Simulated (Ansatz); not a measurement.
# C62N (NV centre in diamond, charge -1, 64-site cell): the cost of one run

Program: Ansatz 0.2.0. Level of theory: DFT PBE, scalar-relativistic, plane waves, PAW, and further levels as typed in the inputs. These are calculated values, not measurements.

2 further runs of the same task are left out: 2 for a known fault of the program.

## (1) The starting structure

The structure is monoclinic, space group Cm (No. 8). The conventional cell has a = 10.097 Å, b = 10.097 Å, c = 7.140 Å, α = 90.00°, β = 90.00°, γ = 90.00°. N (site symmetry m) has 3 C at 1.47 Å as nearest neighbours. C (site symmetry m) has 3 C at 1.49 to 1.50 Å as nearest neighbours. Around C (site symmetry 1) lie 3 C at 1.49 Å. Around C (site symmetry m) lie 4 C at 1.49 to 1.55 Å. C (site symmetry 1) is surrounded by 4 C at 1.49 to 1.56 Å. Around C (site symmetry m) lie 1 N at 1.47 Å and 3 C at 1.54 to 1.56 Å. Around C (site symmetry 1) lie 4 C at 1.49 to 1.55 Å. Only part of the 39 independent sites is listed.

The input asks for a charge of -1 e on the cell.

Coordinates:

```
N C
1.0
     7.14000    0.00000    0.00000
     0.00000    7.14000    0.00000
     0.00000    0.00000    7.14000
N C
1 62
Direct
  0.63756 0.63756 0.63756
  0.63152 0.36550 0.36550
  0.36429 0.63273 0.36429
  0.36429 0.36429 0.63273
  0.50124 0.25034 0.25034
  0.49837 0.25202 0.74742
  0.49837 0.74742 0.25202
  0.50611 0.74980 0.74980
  0.25034 0.50124 0.25034
  0.25202 0.49837 0.74742
  0.74742 0.49837 0.25202
  0.74980 0.50611 0.74980
  0.25034 0.25034 0.50124
  0.25202 0.74742 0.49837
  0.74742 0.25202 0.49837
  0.74980 0.74980 0.50611
  0.12616 0.62428 0.62428
  0.62428 0.12616 0.62428
  0.62428 0.62428 0.12616
  0.12536 0.37516 0.37516
  0.62358 0.37740 0.87280
  0.62358 0.87280 0.37740
  0.37516 0.12536 0.37516
  0.37740 0.62358 0.87280
  0.87280 0.62358 0.37740
  0.37516 0.37516 0.12536
  0.37740 0.87280 0.62358
  0.87280 0.37740 0.62358
  0.99997 0.49989 0.49989
  0.49989 0.99997 0.49989
  0.49989 0.49989 0.99997
  0.12359 0.12359 0.62396
  0.12359 0.62396 0.12359
  0.62396 0.12359 0.12359
  0.12409 0.37539 0.87547
  0.12409 0.87547 0.37539
  0.62533 0.87655 0.87655
  0.37539 0.12409 0.87547
  0.87547 0.12409 0.37539
  0.87655 0.62533 0.87655
  0.37539 0.87547 0.12409
  0.87547 0.37539 0.12409
  0.87655 0.87655 0.62533
  0.00006 0.25011 0.25011
  0.99892 0.25097 0.74955
  0.99892 0.74955 0.25097
  0.00143 0.75002 0.75002
  0.25011 0.00006 0.25011
  0.25097 0.99892 0.74955
  0.74955 0.99892 0.25097
  0.75002 0.00143 0.75002
  0.25011 0.25011 0.00006
  0.25097 0.74955 0.99892
  0.74955 0.25097 0.99892
  0.75002 0.75002 0.00143
  0.12505 0.12505 0.12505
  0.12588 0.87464 0.87464
  0.87464 0.12588 0.87464
  0.87464 0.87464 0.12588
  0.99989 0.99989 0.49997
  0.99989 0.49998 0.99989
  0.49998 0.99989 0.99989
  0.00008 0.00008 0.00008
```

## (2) Spin flip within the e pair, determinant xx

It takes the final geometry of an earlier run.

Contents of input.yaml:

```yaml
crystal:
  lattice:
    - [7.14, 0.0, 0.0]
    - [0.0, 7.14, 0.0]
    - [0.0, 0.0, 7.14]
  atoms:
    - { symbol: "N", position: [0.6375580925, 0.6375580925, 0.6375581057] }
    - { symbol: C, position: [0.6315211618, 0.3655021777, 0.365502181], spin: 0.666667 }
    - { symbol: C, position: [0.3642892569, 0.6327340826, 0.3642892603], spin: 0.666667 }
    - { symbol: C, position: [0.3642892599, 0.3642892599, 0.6327340835], spin: 0.666666 }
    - { symbol: C, position: [0.5012395678, 0.2503399512, 0.2503399598] }
    - { symbol: C, position: [0.4983698538, 0.2520246333, 0.7474204723] }
    - { symbol: C, position: [0.4983698559, 0.7474204709, 0.2520246321] }
    - { symbol: C, position: [0.5061132345, 0.7498019059, 0.7498019051] }
    - { symbol: C, position: [0.2503399512, 0.5012395678, 0.2503399598] }
    - { symbol: C, position: [0.2520246333, 0.4983698538, 0.7474204723] }
    - { symbol: C, position: [0.7474204709, 0.4983698559, 0.2520246321] }
    - { symbol: C, position: [0.7498019059, 0.5061132345, 0.7498019051] }
    - { symbol: C, position: [0.2503399539, 0.2503399539, 0.5012395623] }
    - { symbol: C, position: [0.2520246295, 0.7474204684, 0.4983698588] }
    - { symbol: C, position: [0.7474204684, 0.2520246295, 0.4983698588] }
    - { symbol: C, position: [0.7498019088, 0.7498019088, 0.5061132373] }
    - { symbol: C, position: [0.1261592743, 0.624275647, 0.6242756563] }
    - { symbol: C, position: [0.624275647, 0.1261592743, 0.6242756563] }
    - { symbol: C, position: [0.624275647, 0.624275647, 0.1261592782] }
    - { symbol: C, position: [0.1253600199, 0.3751649798, 0.3751649805] }
    - { symbol: C, position: [0.6235821152, 0.3774005694, 0.872797631] }
    - { symbol: C, position: [0.6235821138, 0.8727976262, 0.3774005726] }
    - { symbol: C, position: [0.3751649798, 0.1253600199, 0.3751649805] }
    - { symbol: C, position: [0.3774005694, 0.6235821152, 0.872797631] }
    - { symbol: C, position: [0.8727976262, 0.6235821138, 0.3774005726] }
    - { symbol: C, position: [0.3751649828, 0.3751649828, 0.1253600249] }
    - { symbol: C, position: [0.377400567, 0.8727976308, 0.6235821123] }
    - { symbol: C, position: [0.8727976308, 0.377400567, 0.6235821123] }
    - { symbol: C, position: [-3.41113e-05, 0.4998938597, 0.4998938614] }
    - { symbol: C, position: [0.4998938597, -3.41113e-05, 0.4998938614] }
    - { symbol: C, position: [0.499893861, 0.499893861, -3.41091e-05] }
    - { symbol: C, position: [0.1235874332, 0.1235874332, 0.623955754] }
    - { symbol: C, position: [0.1235874314, 0.623955773, 0.1235874322] }
    - { symbol: C, position: [0.623955773, 0.1235874314, 0.1235874322] }
    - { symbol: C, position: [0.1240922747, 0.3753920096, 0.8754654297] }
    - { symbol: C, position: [0.124092275, 0.8754654295, 0.3753920012] }
    - { symbol: C, position: [0.6253278571, 0.8765487158, 0.8765487224] }
    - { symbol: C, position: [0.3753920096, 0.1240922747, 0.8754654297] }
    - { symbol: C, position: [0.8754654295, 0.124092275, 0.3753920012] }
    - { symbol: C, position: [0.8765487158, 0.6253278571, 0.8765487224] }
    - { symbol: C, position: [0.3753920052, 0.875465427, 0.1240922773] }
    - { symbol: C, position: [0.875465427, 0.3753920052, 0.1240922773] }
    - { symbol: C, position: [0.8765487187, 0.8765487187, 0.625327859] }
    - { symbol: C, position: [5.69642e-05, 0.2501093616, 0.2501093593] }
    - { symbol: C, position: [-0.0010751352, 0.2509731, 0.7495541453] }
    - { symbol: C, position: [-0.0010751304, 0.7495541557, 0.2509730941] }
    - { symbol: C, position: [0.0014321162, 0.7500180313, 0.7500180392] }
    - { symbol: C, position: [0.2501093616, 5.69642e-05, 0.2501093593] }
    - { symbol: C, position: [0.2509731, -0.0010751352, 0.7495541453] }
    - { symbol: C, position: [0.7495541557, -0.0010751304, 0.2509730941] }
    - { symbol: C, position: [0.7500180313, 0.0014321162, 0.7500180392] }
    - { symbol: C, position: [0.2501093594, 0.2501093594, 5.69632e-05] }
    - { symbol: C, position: [0.2509731009, 0.7495541515, -0.0010751393] }
    - { symbol: C, position: [0.7495541515, 0.2509731009, -0.0010751393] }
    - { symbol: C, position: [0.7500180375, 0.7500180375, 0.0014321193] }
    - { symbol: C, position: [0.1250517508, 0.1250517508, 0.1250517475] }
    - { symbol: C, position: [0.1258810574, 0.8746419693, 0.8746419698] }
    - { symbol: C, position: [0.8746419693, 0.1258810574, 0.8746419698] }
    - { symbol: C, position: [0.8746419736, 0.8746419736, 0.125881059] }
    - { symbol: C, position: [-0.0001113605, -0.0001113605, 0.4999749978] }
    - { symbol: C, position: [-0.0001113664, 0.4999750104, -0.0001113688] }
    - { symbol: C, position: [0.4999750104, -0.0001113664, -0.0001113688] }
    - { symbol: C, position: [7.55942e-05, 7.55942e-05, 7.55881e-05] }
magnetization:
  spin_polarized: true
total_charge: -1
scf:
  occupations:
    method: explicit
    values: { up: [[1, 1, 1]], down: [[1, 0, 0]] }
    excite:
      from: { channel: up, k: 0, band: c1, track: overlap }
      to: { channel: down, k: 0, band: v1, track: overlap }
  n_extra_bands: 6
output:
  forces: true
  stress: false
  eigenvalues: true
kpoints:
  mp_grid: { grid: [1, 1, 1] }
hamiltonian:
  xc: pbe
```

Command:

```console
$ ansatz run input.yaml --threads 8 --pin off --max-ram 20480MiB --backend cpu --events-out ev --progress --plain --runs-dir out
```

What time and memory should one allow on 8 threads of Arm Neoverse V2, shared host?

About 5.1 s, with a peak of 0.64 GiB.
